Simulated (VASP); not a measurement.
Si: relaxation of cell and atoms with revPBE+D2

The system is Si.

```
Si
1.0
     0.00000    2.72185    2.72185
     2.72185    0.00000    2.72185
     2.72185    2.72185    0.00000
Si
2
Cartesian
  2.7219 2.7219 2.7219
  4.0828 4.0828 4.0828
```

- Program: VASP 6.6.1
- Task: relaxation of cell and atoms
- Functional: revPBE
- Dispersion: D2
- Potentials or basis: VASP PAW PBE potentials, release 64 (Si)
- Cutoff: 600 eV
- k mesh: 8 × 8 × 8
- Occupations: fermi-dirac, width 0.05 eV
- Spin: no spin polarisation
- Further INCAR settings: ALGO = Normal; EDIFF = 1e-06; IBRION = 2; EDIFFG = -0.01; NSW = 40; ISIF = 3

```yaml
Relaxed_volume: 19.63 Å³/atom
Relaxed_cell: a = 3.815 Å, b = 3.815 Å, c = 3.815 Å, α = 60.00°, β = 60.00°, γ = 60.00°
Space_group_after_relaxing_to_0.05_Å: Fd-3m (No. 227)
Energy_gained_by_relaxing: 4.3 meV/atom
Ionic_steps: 3
Pressure_after_relaxing: 0.0 GPa
Band_gap_on_the_k_mesh: 0.62 eV, indirect (least direct gap 2.58 eV)
Dispersion_energy_per_atom: -0.390 eV
```

Step by step:
| step | energy change (eV) | largest force (eV/Å) | pressure (GPa) | volume (Å³) |
| --- | --- | --- | --- | --- |
| 1 | 0.0000 | 0.0000 | -2.53 | 40.33 |
| 2 | -0.0036 | 0.0000 | 2.12 | 38.50 |
| 3 | -0.0086 | 0.0000 | 0.01 | 39.27 |

Final structure:
```xyz
2
Lattice="0.0000 2.6978 2.6978 2.6978 0.0000 2.6978 2.6978 2.6978 0.0000" Properties=species:S:1:pos:R:3 pbc="T T T"
Si    2.6978    2.6978    2.6978
Si    4.0467    4.0467    4.0467
```

Levels at points of the mesh, in eV from the valence-band top:
```tsv
k point	band 1	band 2	band 3	band 4	band 5	band 6	band 7	band 8
(0.00, 0.00, 0.00)	-12.08	0.00	0.00	0.00	2.58	2.58	2.58	3.69
(0.50, 0.00, 0.00)	-9.70	-7.04	-1.21	-1.21	1.66	3.33	3.33	7.84
(0.50, 0.50, 0.00)	-7.86	-7.86	-2.90	-2.90	0.71	0.71	10.32	10.32
```

Run time: 29 s on 1 thread of Intel(R) Xeon(R) Platinum 8375C CPU @ 2.90GHz (Ice Lake), with other jobs on the host, peak memory 0.16 GiB.

Caveat: the PAW data sets were made with another functional, which shifts forces and pressure a little. A k mesh can miss the band edges.
